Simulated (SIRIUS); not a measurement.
## Nb under changes of volume

One of the cells (18.797 Å³/atom); the others are scaled copies at fixed shape and fractional positions:

```
Nb
1.0
    -1.67497    1.67497    1.67497
     1.67497   -1.67497    1.67497
     1.67497    1.67497   -1.67497
Nb
1
Direct
  0.00000 0.00000 0.00000
```

```yaml
Program: SIRIUS 7.10.0
Functional: PBEsol
Potentials_or_basis: PseudoDojo 0.4.1 PBEsol standard (scalar relativistic)
Cutoff: 1127 eV
Density_cutoff: 4507 eV
k_mesh: 11 × 11 × 11
Occupations: fermi-dirac, width 0.05 eV
Spin: no spin polarisation
```

```tsv
volume (Å³/atom)	energy over the lowest point (meV/atom)	pressure (GPa)
17.322	2.58	3.0
17.691	0.00	-0.9
18.060	5.85	-4.4
18.797	40.43	-10.7
19.165	?	?
19.534	101.47	-15.8
```

Q: What does the run at 19.165 Å³/atom give?

A: Energy over the lowest point 67.95 meV/atom; pressure -13.4 GPa.

Worked out: A Birch-Murnaghan fit of order 3 (a polynomial in V^(-2/3)) to the other rows has its minimum at 17.62 Å³/atom with B0 = V·E''(V) = 179 GPa and B' = 2.9. It gives 67.86 meV/atom at 19.165 Å³/atom, against the run's 67.95, and -dE/dV = -13.3 GPa, against -13.4.

Energies are extrapolated to zero smearing.
